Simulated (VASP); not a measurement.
# Si in VASP: relaxation of the atoms with PBE

Aim: the relaxation of the atoms of Si with PBE.

All numbers are computed with VASP 6.6.1; they aren't measurements. Logs are shortened: lines on timing, memory, paths and dates and some standing lists are left out, and cuts for length are marked.

### Step 1. Starting point

The cell holds a slab with vacuum, 24 atoms: a = 7.734 Å, b = 3.867 Å, c = 29.639 Å, α = 90.00°, β = 90.00°, γ = 90.00°.

The cell was built by a generator and needn't be a form met in nature.

### Step 2. Relaxation of the atoms, PBE

Contents of INCAR:

```
SYSTEM = Si
  PREC = Accurate
  ENCUT = 520
  EDIFF = 1E-7
  ISMEAR = 0
  SIGMA = 0.03
  LREAL = .False.
  LASPH = .True.
  NELM = 120
  ALGO = Normal
  ISIF = 2
  LWAVE = .False.
  LCHARG = .False.
  LDIPOL = .True.
  IDIPOL = 3
  DIPOL = 0.5 0.5 0.500
  GGA = PE
  IBRION = 2
  NSW = 90
  EDIFFG = -0.01
  ISYM = 0
  KPAR = 8
```

Contents of KPOINTS:

```
Automatic mesh
0
Gamma
  4 7 1
  0 0 0
```

Contents of POSCAR:

```
Si
1.0
    7.7337965900      0.0000000000      0.0000000000
    0.0000000000      3.8668983000      0.0000000000
    0.0000000000      0.0000000000     29.6387050000
Si
24
Direct
   -0.0930978700      0.0000000000      0.2564214600
    0.5930978700      1.0000000000      0.2361776600
    0.5000000000      0.5000000000      0.2924269100
    0.0000000000      0.5000000000      0.2924269100
    0.2500000000      0.5000000000      0.3385542700
    0.7500000000      0.5000000000      0.3385542700
    0.7500000000      1.0000000000      0.3846816200
    0.2500000000      0.0000000000      0.3846816200
    0.5000000000      0.0000000000      0.4308089700
    0.0000000000      0.0000000000      0.4308089700
    0.0000000000      0.5000000000      0.4769363200
    0.5000000000      0.5000000000      0.4769363200
    0.7500000000      0.5000000000      0.5230636800
    0.2500000000      0.5000000000      0.5230636800
    0.2500000000      0.0000000000      0.5691910300
    0.7500000000      0.0000000000      0.5691910300
    0.0000000000      0.0000000000      0.6153183800
    0.5000000000      0.0000000000      0.6153183800
    0.5000000000      0.5000000000      0.6614457300
    0.0000000000      0.5000000000      0.6614457300
    0.2500000000      0.5000000000      0.7075730900
    0.7500000000      0.5000000000      0.7075730900
    0.6569021300      0.0000000000      0.7435785400
    0.3430978700      0.0000000000      0.7638223400
```

Potentials or basis: VASP PAW PBE potentials, release 64 (Si).

Command:

```bash
$ cat potpaw_PBE.64/Si/POTCAR > POTCAR
$ mpirun -np 8 vasp_std > vasp.out
```

OUTCAR:

```text
SYSTEM = Si
   PREC = Accurate
   ENCUT = 520
   EDIFF = 1E-7
   ISMEAR = 0
   LREAL = .False.
   LASPH = .True.
   NELM = 120
   ISIF = 2
   GGA = PE
   IBRION = 2
   NSW = 90
   EDIFFG = -0.01
   ISYM = 0

 ion  position               nearest neighbor table
   1  0.907  0.000  0.256-   4 2.32   4 2.32   2 2.50
   2  0.593  0.000  0.236-   1 2.50   3 2.65   3 2.65
   3  0.500  0.500  0.292-   5 2.37   6 2.37   2 2.65   2 2.65
   4  0.000  0.500  0.292-   1 2.32   1 2.32   6 2.37   5 2.37
   5  0.250  0.500  0.339-   8 2.37   8 2.37   3 2.37   4 2.37
   6  0.750  0.500  0.339-   7 2.37   7 2.37   3 2.37   4 2.37
   7  0.750  0.000  0.385-   9 2.37  10 2.37   6 2.37   6 2.37
   8  0.250  0.000  0.385-   9 2.37  10 2.37   5 2.37   5 2.37
[... 12 lines left out ...]
  21  0.250  0.500  0.708-  19 2.37  20 2.37  24 2.65  24 2.65
  22  0.750  0.500  0.708-  23 2.32  23 2.32  19 2.37  20 2.37
  23  0.657  0.000  0.744-  22 2.32  22 2.32  24 2.50
  24  0.343  0.000  0.764-  23 2.50  21 2.65  21 2.65

IMPORTANT INFORMATION: All symmetrisations will be switched off!
NOSYMM: (Re-)initialisation of all symmetry stuff for point group C_1.

----------------------------------------------------------------------------------------

                                     Primitive cell

  volume of cell :     886.3693

  direct lattice vectors                    reciprocal lattice vectors
     7.733796590  0.000000000  0.000000000     0.129302599  0.000000000  0.000000000
     0.000000000  3.866898300  0.000000000     0.000000000  0.258605198  0.000000000
     0.000000000  0.000000000 29.638705000     0.000000000  0.000000000  0.033739666

  length of vectors
     7.733796590  3.866898300 29.638705000     0.129302599  0.258605198  0.033739666

  position of ions in fractional coordinates (direct lattice)
     0.906902130  0.000000000  0.256421460
     0.593097870  0.000000000  0.236177660
     0.500000000  0.500000000  0.292426910
     0.000000000  0.500000000  0.292426910
     0.250000000  0.500000000  0.338554270
     0.750000000  0.500000000  0.338554270
[... 16 lines left out ...]
     0.656902130  0.000000000  0.743578540
     0.343097870  0.000000000  0.763822340

  ion indices of the primitive-cell ions
   primitive index   ion index
                 1           1
                 2           2
                 3           3
                 4           4
                 5           5
                 6           6
[... 16 lines left out ...]
                23          23
                24          24

----------------------------------------------------------------------------------------

 KPOINTS: Automatic mesh

Automatic generation of k-mesh.
 Grid dimensions read from file:
 generate k-points for:    4    7    1

 Generating k-lattice:

  Cartesian coordinates                     Fractional coordinates (reciprocal lattice)
     0.032325650  0.000000000  0.000000000     0.250000000  0.000000000  0.000000000
     0.000000000  0.036943600  0.000000000     0.000000000  0.142857143  0.000000000
     0.000000000  0.000000000  0.033739666     0.000000000  0.000000000  1.000000000

  Length of vectors
     0.032325650  0.036943600  0.033739666

  Shift w.r.t. Gamma in fractional coordinates (k-lattice)
     0.000000000  0.000000000  0.000000000

 Subroutine IBZKPT returns following result:
 ===========================================

 Found     15 irreducible k-points:

 Following reciprocal coordinates:
            Coordinates               Weight
  0.000000  0.000000  0.000000      1.000000
  0.250000  0.000000  0.000000      2.000000
  0.500000  0.000000  0.000000      1.000000
  0.000000  0.142857  0.000000      2.000000
  0.250000  0.142857  0.000000      2.000000
 -0.250000  0.142857  0.000000      2.000000
  0.500000  0.142857  0.000000      2.000000
  0.000000  0.285714  0.000000      2.000000
  0.250000  0.285714  0.000000      2.000000
 -0.250000  0.285714  0.000000      2.000000
  0.500000  0.285714  0.000000      2.000000
  0.000000  0.428571  0.000000      2.000000
  0.250000  0.428571  0.000000      2.000000
 -0.250000  0.428571  0.000000      2.000000
  0.500000  0.428571  0.000000      2.000000
   k-points           NKPTS =     15   k-points in BZ     NKDIM =     15   number of bands    NBANDS=     61
   number of dos      NEDOS =    301   number of ions     NIONS =     24
   total plane-waves  NPLWV = 403200
   dimension x,y,z NGX =    60 NGY =   30 NGZ =  224
   dimension x,y,z NGXF=   120 NGYF=   60 NGZF=  448
   ions per type =              24
   NGX,Y,Z   is equivalent  to a cutoff of  12.90, 12.90, 12.56 a.u.
   NGXF,Y,Z  is equivalent  to a cutoff of  25.80, 25.80, 25.13 a.u.
 SYSTEM =  Si
   PREC   = accura    normal or accurate (medium, high low for compatibility)
   ISTART =      0    job   : 0-new  1-cont  2-samecut
   ICHARG =      2    charge: 1-file 2-atom 10-const
   ISPIN  =      1    spin polarized calculation?
   LNONCOLLINEAR =      F non collinear calculations
   LSORBIT =      F    spin-orbit coupling
   LASPH  =      T    aspherical Exc in radial PAW
   ENCUT  =  520.0 eV  38.22 Ry    6.18 a.u.  14.38  7.19 55.11*2*pi/ulx,y,z
   NELM   =    120;   NELMIN=  2; NELMDL= -5     # of ELM steps
   EDIFF  = 0.1E-06   stopping-criterion for ELM
   LREAL  =      F    real-space projection
   EDIFFG = -.1E-01   stopping-criterion for IOM
   NSW    =     90    number of steps for IOM
   IBRION =      2    ionic relax: 0-MD 1-quasi-New 2-CG
   NFREE  =      1    steps in history (QN), initial steepest desc. (CG)
   ISIF   =      2    stress and relaxation
   ISYM   =      0    0-nonsym 1-usesym 2-fastsym
   POTIM  = 0.5000    time-step for ionic-motion
   TEBEG  =    0.0;   TEEND  =   0.0 temperature during run
   PSTRESS=    0.0 pullay stress
   NELECT =      96.0000    total number of electrons
   NUPDOWN=      -1.0000    fix difference up-down
   EMIN   =  10.00;   EMAX   =-10.00  energy-range for DOS
   EFERMI =   0.00;   METHOD = LEGACY
   ISMEAR =     0;   SIGMA  =   0.03  broadening in eV -4-tet -1-fermi 0-gaus
   EFERMI_NEDOS =   21; number of points for ismear=-14 and -15
   IALGO  =     38    algorithm
   IMIX   =      4    mixing-type and parameters
     AMIX     =   0.40;   BMIX     =  1.00
     AMIX_MAG =   1.60;   BMIX_MAG =  1.00
  volume/ion in A,a.u.               =      36.93       249.23
  Fermi-wavevector in a.u.,A,eV,Ry     =   0.780358  1.474662  8.285377  0.608958
  Thomas-Fermi vector in A             =   1.883652
   LORBIT       =      0    0 simple, 1 ext, 2 COOP (PROOUT), +10 PAW based schemes
   GGA     = PE    functional components
   LHFCALC =     F    Hartree Fock is set to
   AEXX    =    0.0000 exact exchange contribution
   IVDW    =     0    specifies the selected vdW correction
   LEPSILON=     F    determine dielectric tensor
   LRPA    =     F    only Hartree local field effects (RPA)
 conjugate gradient relaxation of ions
 non-spin polarized calculation
 Gauss-broadening in eV      SIGMA  =   0.03
  energy-cutoff  :      520.00
  volume of cell :      886.37
 maximum number of plane-waves:     23927
 NGX is ok and might be reduce to    60
   NGX = 29   NGY = 15   NGZ =111

--------------------------------------- Ionic step        1  -------------------------------------------

 number of electron      95.9999993 magnetization

 Free energy of the ion-electron system (eV)
  ---------------------------------------------------
  ext. energy  EPLUGINS =         0.00000000
  ---------------------------------------------------
  free energy    TOTEN  =      -123.87174301 eV

  energy without entropy =     -123.86643784  energy(sigma->0) =     -123.86909043

------------------------ aborting loop because EDIFF is reached ----------------------------------------

  FORCE on cell =-STRESS in cart. coord.  units (eV):
  Direction    XX          YY          ZZ          XY          YZ          ZX
  --------------------------------------------------------------------------------------
  -------------------------------------------------------------------------------------
  Total       -6.1432638     -5.8233795     -3.7933185     -0.0000000      0.0000000     -0.0051895
  in kB      -11.1043982    -10.5261840     -6.8567003     -0.0000000      0.0000000     -0.0093805
  external PRESSURE =      -9.4957609 kB  Pullay stress =       0.0000000 kB
[... 155 lines left out ...]
  FREE ENERGIE OF THE ION-ELECTRON SYSTEM (eV)
  ---------------------------------------------------
  free  energy   TOTEN  =      -124.6026812506 eV

  energy  without entropy=     -124.5973403434  energy(sigma->0) =     -124.60001080

 dipolmoment           0.000000      0.000000      0.000126 electrons x Angstroem

[... ionic steps 4 to 31 ...]

--------------------------------------- Ionic step       32  -------------------------------------------

 number of electron      95.9999996 magnetization

------------------------ aborting loop because EDIFF is reached ----------------------------------------

  FORCE on cell =-STRESS in cart. coord.  units (eV):
  Direction    XX          YY          ZZ          XY          YZ          ZX
  --------------------------------------------------------------------------------------
  -------------------------------------------------------------------------------------
  Total       -4.7079426      0.8354472     -0.3585474     -0.0000000      0.0000000     -0.0593597
  in kB       -8.5099502      1.5101319     -0.6481007     -0.0000000      0.0000000     -0.1072969
  external PRESSURE =      -2.5493063 kB  Pullay stress =       0.0000000 kB
[... 101 lines left out ...]
  energy  without entropy=     -125.3655354055  energy(sigma->0) =     -125.36553541

--------------------------------------- Ionic step       34  -------------------------------------------

 number of electron      95.9999996 magnetization

 dipolmoment           0.000000      0.000000     -0.000376 electrons x Angstroem

 Free energy of the ion-electron system (eV)
  ---------------------------------------------------
  ext. energy  EPLUGINS =         0.00000000
  ---------------------------------------------------
  free energy    TOTEN  =      -125.36561296 eV

  energy without entropy =     -125.36561296  energy(sigma->0) =     -125.36561296

 E-fermi :   1.0512     XC(G=0):  -5.6649

 val. band max:        0.8694726111   @ k =   0.2500   0.1429   0.0000
 cond. band min:       1.2184626235   @ k =   0.0000   0.4286   0.0000
 fundamental gap:      0.3489900124
 Fermi energy:         1.0511968670

 k-point     1 :       0.0000    0.0000    0.0000
  band No.  band energies     occupation
      1     -10.9114      2.00000
      2     -10.7679      2.00000
      3     -10.3233      2.00000
      4      -9.6211      2.00000
      5      -8.9467      2.00000
      6      -8.8511      2.00000
[... 934 lines left out ...]
     59       3.3227      0.00000
     60       3.4579      0.00000
 [bands above 60 left out]

------------------------ aborting loop because EDIFF is reached ----------------------------------------

 vacuum level on the upper side and lower side of the slab       (xc-potential included)        -0.025        -0.020

  FORCE on cell =-STRESS in cart. coord.  units (eV):
  Direction    XX          YY          ZZ          XY          YZ          ZX
  --------------------------------------------------------------------------------------
  -------------------------------------------------------------------------------------
  Total       -4.7246548      0.8950120     -0.2658179      0.0000000      0.0000000     -0.0548914
  in kB       -8.5401587      1.6177996     -0.4804853      0.0000000      0.0000000     -0.0992201
  external PRESSURE =      -2.4676148 kB  Pullay stress =       0.0000000 kB

 VOLUME and BASIS-vectors are now :
 -----------------------------------------------------------------------------
  energy-cutoff  :      520.00
  volume of cell :      886.37
      direct lattice vectors                 reciprocal lattice vectors
     7.733796590  0.000000000  0.000000000     0.129302599  0.000000000  0.000000000
     0.000000000  3.866898300  0.000000000     0.000000000  0.258605198  0.000000000
     0.000000000  0.000000000 29.638705000     0.000000000  0.000000000  0.033739666
[... 30 lines left out ...]
  FREE ENERGIE OF THE ION-ELECTRON SYSTEM (eV)
  ---------------------------------------------------
  free  energy   TOTEN  =      -125.3656129558 eV

  energy  without entropy=     -125.3656129558  energy(sigma->0) =     -125.36561296

 reached required accuracy - stopping structural energy minimisation

 vacuum level on the upper side and lower side of the slab         5.851         5.855
```

Wall time 48 min (8 MPI ranks of AMD EPYC 9R45 (Zen 5), shared host); peak memory 1.2 GiB.

Results:

```
Free energy                  : -125.3656 eV
Energy gained by relaxing    : 62.2 meV/atom
Ionic steps                  : 34
Largest force after relaxing : 0.010 eV/Å
Band gap on the k mesh       : 0.35 eV, indirect (least direct gap 0.58 eV)
```

Forces in eV/Å, atoms in the order of the input:
```
Si   0.001  0.000 -0.002
Si   0.006  0.000  0.003
Si   0.004  0.000  0.006
Si  -0.001  0.000  0.001
Si  -0.002  0.000  0.004
Si   0.001  0.000 -0.001
Si   0.000  0.000  0.003
Si   0.005  0.000  0.008
Si  -0.002  0.000 -0.001
Si  -0.001  0.000 -0.003
Si  -0.003  0.000  0.010
Si  -0.004  0.000 -0.006
Si  -0.001  0.000 -0.003
Si  -0.002  0.000  0.000
Si  -0.001  0.000  0.007
Si   0.000  0.000 -0.001
Si  -0.003  0.000 -0.009
Si   0.002  0.000 -0.005
Si  -0.005  0.000  0.000
Si   0.000  0.000 -0.004
Si   0.003  0.000 -0.003
Si  -0.002  0.000 -0.004
Si   0.004  0.000  0.000
Si   0.001  0.000 -0.002
```

Step by step:
```
step  energy change (eV)  largest force (eV/Å)  pressure (GPa)
   1              0.0000                1.5138           -0.95
   2             -0.3788                0.8407           -0.96
   3             -0.7309                0.9048           -0.85
   4              0.0557                2.2897           -0.14
   5             -0.7607                1.0468           -0.78
   6             -0.9934                0.7147           -0.66
   7             -1.0172                1.0092           -0.59
   8             -1.1663                0.5254           -0.57
   9             -1.2202                0.4354           -0.52
  10             -1.2875                0.3415           -0.50
  11             -1.3334                0.4503           -0.46
  12             -1.3847                0.3257           -0.43
  13             -1.4142                0.3510           -0.39
  14             -1.4457                0.1932           -0.38
  15             -1.4521                0.1933           -0.37
  16             -1.4654                0.1385           -0.39
  17             -1.4723                0.1665           -0.40
  18             -1.4796                0.0736           -0.43
  19             -1.4804                0.0891           -0.44
  20             -1.4847                0.0925           -0.43
  21             -1.4851                0.1035           -0.42
  22             -1.4886                0.0763           -0.39
  23             -1.4895                0.1063           -0.35
  24             -1.4919                0.0398           -0.32
  25             -1.4921                0.0533           -0.31
  26             -1.4928                0.0239           -0.30
  27             -1.4929                0.0335           -0.29
  28             -1.4933                0.0189           -0.28
  29             -1.4933                0.0228           -0.27
  30             -1.4936                0.0154           -0.27
  31             -1.4936                0.0183           -0.26
  32             -1.4938                0.0120           -0.25
  33             -1.4938                0.0147           -0.25
  34             -1.4939                0.0099           -0.25
```

Final structure:
```
Si
1.0
     7.73380    0.00000    0.00000
     0.00000    3.86690    0.00000
     0.00000    0.00000   29.63871
Si
24
Direct
  0.85327 0.00000 0.26808
  0.57134 0.00000 0.24293
  0.52283 0.50000 0.28940
  0.99440 0.50000 0.29284
  0.26295 0.50000 0.33349
  0.74703 0.50000 0.34348
  0.75658 0.00000 0.38851
  0.25953 0.00000 0.38095
  0.50122 0.00000 0.43178
  0.01531 0.00000 0.42988
  0.01309 0.50000 0.47563
  0.50305 0.50000 0.47827
  0.76302 0.50000 0.52181
  0.25292 0.50000 0.52434
  0.25143 0.00000 0.57015
  0.76550 0.00000 0.56824
  0.00594 0.00000 0.61904
  0.51059 0.00000 0.61153
  0.50095 0.50000 0.65654
  0.01020 0.50000 0.66646
  0.27288 0.50000 0.70966
  0.74466 0.50000 0.70823
  0.60233 0.00000 0.73240
  0.31899 0.00000 0.75636
```

Levels at points of the mesh, in eV from the valence-band top:
```csv
k point,band 45,band 46,band 47,band 48,band 49,band 50,band 51,band 52
"(0.00, 0.00, 0.00)",-0.48,-0.29,-0.22,-0.05,0.53,0.58,0.80,0.88
"(0.50, 0.00, 0.00)",-0.31,-0.30,-0.25,-0.19,0.59,0.61,1.44,1.57
```

PBE gaps usually lie below the measured ones, often by a third to a half.
